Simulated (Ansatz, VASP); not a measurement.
# Two plane-wave programs on NiGe3

The input INCAR:

```
SYSTEM = NiGe3
ALGO     = Normal         ! electronic algorithm
EDIFF    = 1E-6           ! SCF threshold, eV
ENCUT    = 520            ! plane-wave cutoff, eV
GGA      = PE             ! functional
ISIF     = 2              ! what is computed and relaxed
ISMEAR   = 0              ! smearing method
LASPH    = .TRUE.         ! aspherical terms in the spheres
LCHARG   = .FALSE.        ! write CHGCAR
LREAL    = .FALSE.        ! projectors in reciprocal space
LWAVE    = .FALSE.        ! write WAVECAR
NBANDS   = 62             ! bands
NELM     = 80             ! most SCF steps
PREC     = Accurate       ! precision mode
SIGMA    = 0.2            ! smearing width, eV
```

Contents of KPOINTS:

```
k-points
0
G
  6 6 2
  0 0 0
```

Contents of POSCAR:

```
NiGe3
1.0
    3.1426910622      0.0000000000      0.0000000000
   -1.5713455311      2.7216502961      0.0000000000
    0.0000000000      0.0000000000     15.4869230231
Ni Ge
2 6
Direct
    0.0000000000      0.0000000000      0.0000000000
    0.0000000000      0.0000000000      0.5000000000
    0.3333333333      0.6666666667      0.1052392596
    0.6666666667      0.3333333333      0.6052392596
    0.3333333333      0.6666666667      0.3947607404
    0.6666666667      0.3333333333      0.8947607404
    0.3333333333      0.6666666667      0.7500000000
    0.6666666667      0.3333333333      0.2500000000
```

Input for Ansatz:

```yaml
crystal:
  lattice:
    - [3.1426910622, 0.0, 0.0]
    - [-1.5713455311, 2.7216502961, 0.0]
    - [0.0, 0.0, 15.4869230231]
  atoms:
    - { symbol: Ni, position: [0.0, 0.0, 0.0] }
    - { symbol: Ni, position: [0.0, 0.0, 0.5] }
    - { symbol: Ge, position: [0.3333333333, 0.6666666667, 0.1052392596] }
    - { symbol: Ge, position: [0.6666666667, 0.3333333333, 0.6052392596] }
    - { symbol: Ge, position: [0.3333333333, 0.6666666667, 0.3947607404] }
    - { symbol: Ge, position: [0.6666666667, 0.3333333333, 0.8947607404] }
    - { symbol: Ge, position: [0.3333333333, 0.6666666667, 0.75] }
    - { symbol: Ge, position: [0.6666666667, 0.3333333333, 0.25] }
basis:
  ecutwfc: 420
kpoints:
  mp_grid: { grid: [6, 6, 2] }
hamiltonian:
  xc: pbe
scf:
  occupations: { method: gaussian, width: 0.2 }
  lower_state_search: "off"
output:
  forces: true
  stress: true
  eigenvalues: true
```

Alike in both runs: task single point; functional PBE; k mesh 6 × 6 × 2; occupations gaussian, width 0.2 eV; no spin polarisation.

|  | VASP | Ansatz |
| --- | --- | --- |
| version | VASP 6.6.1 | Ansatz 0.2.0 |
| potentials or method | VASP PAW PBE potentials, release 64 (Ni, Ge_d) | scalar-relativistic, plane waves, PAW |
| plane-wave cutoff (eV) | 520 | 420 |
| valence electrons in the cell | 104 | 120 |

```tsv
	VASP	Ansatz	Ansatz less VASP
gap on the k mesh at the Fermi level (eV)	none	none	-
pressure (GPa)	0.2	0.1	-0.11
largest component of the traceless stress (GPa)	0.27	0.20	-0.075
rms of the force components (eV/Å)	0.009	0.012	+0.0035
```

Atom by atom the forces differ by 0.004 eV/Å (rms over components). A gap of «none» marks a metal or a gap that the smearing closes. The two sets of potentials don't hold the same shells in valence.

Caveats: the k mesh is coarse (spacing up to 0.38 Å⁻¹), so the values aren't converged. Spin polarisation is off, so any magnetic state and its effect on volume and gap are missing.
